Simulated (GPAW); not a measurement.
GaSb in GPAW: convergence with basis set

GaSb:

```xyz
2
Lattice="0.0000 3.0590 3.0590 3.0590 0.0000 3.0590 3.0590 3.0590 0.0000" Properties=species:S:1:pos:R:3 pbc="T T T"
Sb    4.5885    4.5885    4.5885
Ga    0.0000    0.0000    0.0000
```

```yaml
Program: GPAW 26.7.0
Task: convergence study
Functional: PBE
Potentials_or_basis: GPAW PAW data sets (gpaw-data 1.2.1)
Basis: lcao:sz(dzp)
Grid_spacing: 0.16 Å
k_mesh: 8 × 8 × 8
Occupations: fermi-dirac, width 0.05 eV
Spin: no spin polarisation
```

These are the settings of the first run; the series varies basis set, with any setting tied to it.

Hardware: 1 thread of Arm Neoverse V2 (shared host).

```
    basis set  energy less the tightest run, at zero smearing (meV/atom)  gap on the mesh (eV)  SCF cycles  CPU time (s)  peak memory (GiB)
 lcao:sz(dzp)                                                     745.33                 0.000           7            20                0.2
lcao:szp(dzp)                                                     477.26                 0.000           9            88               0.22
 lcao:dz(dzp)                                                     454.67                 0.000           8            31               0.21
     lcao:dzp                                                     266.62                 0.121           9           110               0.23
           fd                                                      -7.82                 0.092          10            51               0.37
           pw                                                       0.00                 0.092           9            14               0.17
```

Against the tightest run, the gap on the mesh stays within 0.01 eV from fd on. Not settled before the last step: the energy (to 1 meV/atom). The tightest run that finished is the yardstick and may itself not be fully converged.

Caveat, for the tightest run too: spin-orbit coupling is left out, which moves the levels of the heavy elements.
